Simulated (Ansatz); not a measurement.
Rocksalt CaSe, relaxed with r2SCAN: the symmetry is Fm-3m (No. 225, cubic); a = 5.935 Å in the conventional setting, 26.13 Å³ an atom. Around Ca lie 6 Se at 2.97 Å; around Se lie 6 Ca at 2.97 Å. One-shot G0W0@PBE in Ansatz 0.2.0 on a 6×6×6 mesh (contour deformation, no spin-orbit coupling), from a PBE gap of 2.056 eV over the mesh points (the G0W0 gap is indirect on the mesh); the number N of bands summed and the screening cutoff rise together. No spin polarisation and no zero-point or thermal motion.

```csv
N,cutoff (eV),1000/N,G0W0 gap (eV)
131,100,7.634,3.621
299,180,3.344,3.767
```

Q: Lay a straight line in 1000/N through these rows.

A: The slope is -0.0340 eV per unit of 1000/N and the intercept 3.881 eV.

Q: Predict the gap at N = 569 (260 eV).

A: 3.881 + (-0.0340) × 1.757 = 3.821 eV; the run gives 3.814 eV, -0.007 eV from the line.

Q: With that run's result added, what limit do the last two rows suggest?

A: Their slope is (3.814 − 3.767)/(1.757 − 3.344) = -0.0296, which meets 1/N = 0 at 3.87 eV, against 3.881 eV from the first line. The slope flattens, so the first line overshoots; the k mesh isn't extrapolated.

Spin-orbit coupling is left out.
